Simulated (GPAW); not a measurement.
The system is Ge.

```
Ge
1.0
     4.05040    0.00000    0.00000
    -2.02520    3.50775    0.00000
     0.00000    0.00000   10.99336
Ge
4
Direct
  0.66667 0.33333 0.41485
  0.33333 0.66667 0.91485
  0.00000 0.00000 0.47745
  0.00000 0.00000 0.97745
```

This isn't the form of Ge at room conditions, which is diamond.

```yaml
Program: GPAW 26.7.0
Task: relaxation of cell and atoms
Functional: PBEsol
Potentials_or_basis: PAW data sets generated in the run's folder for this functional
Cutoff: 600 eV
Basis: pw
k_mesh: 7 × 7 × 2
Occupations: fermi-dirac, width 0.05 eV
Spin: no spin polarisation
```

At the start: pressure -1.5 GPa; volume 39.05 Å³/atom.

How do energy, volume and symmetry change on relaxing?

Over 39 steps the energy falls by 407.7 meV/atom and the volume is 19.37 Å³/atom (-50.4 %); space group P6_3/mmc (No. 194, to 0.05 Å).

Step by step:
| step | energy change (eV) | largest force (eV/Å) | pressure (GPa) | volume (Å³) |
| --- | --- | --- | --- | --- |
| 1 | 0.0000 | 0.1315 | -1.46 | 156.19 |
| 2 | -0.0069 | 0.1078 | -1.31 | 155.60 |
| 3 | -0.0294 | 0.0624 | -0.08 | 151.26 |
| 4 | -0.0297 | 0.0495 | -0.15 | 151.42 |
| 5 | -0.0304 | 0.0249 | -0.22 | 151.42 |
| 6 | -0.0314 | 0.0134 | -0.26 | 150.98 |
| 7 | -0.0323 | 0.0439 | -0.21 | 150.10 |
| 8 | -0.0330 | 0.0544 | -0.09 | 149.11 |
| 9 | -0.0337 | 0.0524 | 0.03 | 148.14 |
| 10 | -0.0351 | 0.0444 | 0.21 | 146.38 |
| 11 | -0.0397 | 0.0256 | 0.59 | 141.65 |
| 12 | -0.0507 | 0.0135 | 1.26 | 133.00 |
| 13 | -0.0618 | 0.0776 | 2.07 | 124.89 |
| 14 | -0.0716 | 0.1674 | 3.05 | 117.27 |
| 15 | -0.0777 | 0.2930 | 4.24 | 110.10 |
| 16 | -0.0824 | 0.4816 | 5.64 | 103.34 |
| 17 | -0.0873 | 0.7117 | 7.36 | 96.96 |
| 18 | -0.0916 | 0.7540 | 7.71 | 95.68 |
| 19 | -0.1143 | 0.9869 | 9.65 | 89.61 |
| 20 | -0.1582 | 1.2238 | 12.03 | 83.90 |
| 21 | -0.2393 | 1.5736 | 14.75 | 78.56 |
| 22 | -0.2427 | 1.8260 | 18.95 | 73.54 |
| 23 | -0.2845 | 1.7108 | 16.42 | 76.05 |
| 24 | -0.3345 | 1.6471 | 14.97 | 77.10 |
| 25 | -0.6886 | 1.1664 | 7.08 | 81.46 |
| 26 | -0.9955 | 0.7478 | 0.74 | 82.68 |
| 27 | -1.3426 | 0.5016 | -2.70 | 81.35 |
| 28 | -1.5297 | 0.0279 | -1.76 | 78.40 |
| 29 | -1.5484 | 0.0537 | -0.16 | 76.90 |
| 30 | -1.5552 | 0.0349 | 1.31 | 75.73 |
| 31 | -1.5559 | 0.0220 | 1.59 | 75.51 |
| 32 | -1.5572 | 0.0151 | 1.92 | 75.26 |
| 33 | -1.5612 | 0.0010 | 2.62 | 74.77 |
| 34 | -1.5656 | 0.0184 | 2.84 | 74.64 |
| 35 | -1.5845 | 0.0813 | 2.72 | 74.93 |
| 36 | -1.6182 | 0.0858 | 1.48 | 76.18 |
| 37 | -1.6066 | 0.0329 | 0.47 | 77.52 |
| 38 | -1.6300 | 0.0363 | 0.33 | 77.29 |
| 39 | -1.6308 | 0.0156 | 0.12 | 77.50 |

Final structure:
```cif
data_structure
_symmetry_space_group_name_H-M 'P 1'
_symmetry_Int_Tables_number 1
_cell_length_a 3.7881
_cell_length_b 3.7881
_cell_length_c 6.2363
_cell_angle_alpha 90.000
_cell_angle_beta 90.000
_cell_angle_gamma 120.000
_cell_volume 77.50
loop_
_atom_site_label
_atom_site_type_symbol
_atom_site_fract_x
_atom_site_fract_y
_atom_site_fract_z
_atom_site_occupancy
Ge1 Ge 0.66667 0.33333 0.32076 1
Ge2 Ge 0.33333 0.66667 0.82084 1
Ge3 Ge 0.00000 0.00000 0.57144 1
Ge4 Ge 0.00000 0.00000 0.07158 1
```

Caveat: later steps reuse the first step's grids; the volume moved by over 15 % at a fixed basis, so the end points are rough.
